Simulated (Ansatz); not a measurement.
HfO2:

```xyz
12
Lattice="5.2195 0.0000 0.0000 0.0000 5.0048 0.0000 0.0000 0.0000 5.0327" Properties=species:S:1:pos:R:3 pbc="T T T"
Hf    5.0472    3.6661    3.7314
Hf    2.7820    3.6661    1.2151
Hf    2.4375    1.3387    3.7314
Hf    0.1723    1.3387    1.2151
O     3.2994    4.6477    4.4251
O     4.5298    4.6477    1.9087
O     1.2211    2.7020    2.4776
O     1.3886    2.7020    4.9939
O     3.9984    2.3028    4.9939
O     3.8308    2.3028    2.4776
O     0.6896    0.3571    4.4251
O     1.9201    0.3571    1.9087
```

Measurements of this composition are mostly on another form, of space group No. 14.

* Program: Ansatz 0.2.0
* Task: relaxation of cell and atoms
* Functional: PBE
* Dispersion: D3(BJ)
* Potentials or basis: Ansatz PAW
* Cutoff: 420 eV (not typed: the program's choice for these potentials)
* k mesh: 5 × 6 × 5
* Occupations: fermi-dirac, width 0.05 eV
* Spin: no spin polarisation

At the start: volume 10.96 Å³/atom.

Problem. Where does the relaxation end?

Solution. It ends after 7 steps and the volume is 11.22 Å³/atom (+2.4 %); space group Pca2_1 (No. 29, to 0.05 Å).

The path:
| step | energy change (eV) | largest force (eV/Å) | volume (Å³) |
| --- | --- | --- | --- |
| 1 | 0.0000 | 0.1174 | 131.46 |
| 2 | -0.0366 | 0.0248 | 135.12 |
| 3 | -0.0422 | 0.0193 | 134.51 |
| 4 | -0.0423 | 0.0071 | 134.52 |
| 5 | -0.0602 | 0.0065 | 134.52 |
| 6 | -0.0597 | 0.0067 | 134.64 |
| 7 | -0.0602 | 0.0067 | 134.64 |

Final structure:
```cif
data_structure
_symmetry_space_group_name_H-M 'P 1'
_symmetry_Int_Tables_number 1
_cell_length_a 5.2617
_cell_length_b 5.0445
_cell_length_c 5.0727
_cell_angle_alpha 90.000
_cell_angle_beta 90.000
_cell_angle_gamma 90.000
_cell_volume 134.64
loop_
_atom_site_label
_atom_site_type_symbol
_atom_site_fract_x
_atom_site_fract_y
_atom_site_fract_z
_atom_site_occupancy
Hf1 Hf 0.96724 0.73288 0.74166 1
Hf2 Hf 0.53276 0.73288 0.24166 1
Hf3 Hf 0.46724 0.26712 0.74166 1
Hf4 Hf 0.03276 0.26712 0.24166 1
O1 O 0.63251 0.92938 0.88044 1
O2 O 0.86749 0.92938 0.38044 1
O3 O 0.23279 0.53987 0.49090 1
O4 O 0.26721 0.53987 0.99090 1
O5 O 0.76721 0.46013 0.99090 1
O6 O 0.73279 0.46013 0.49090 1
O7 O 0.13251 0.07062 0.88044 1
O8 O 0.36749 0.07062 0.38044 1
```

Caveat: the plane-wave basis is chosen anew once the cell has moved, so the energies of steps on either side of that aren't comparable; the pressure holds a Pulay correction of +0.8 GPa for the finite cutoff.
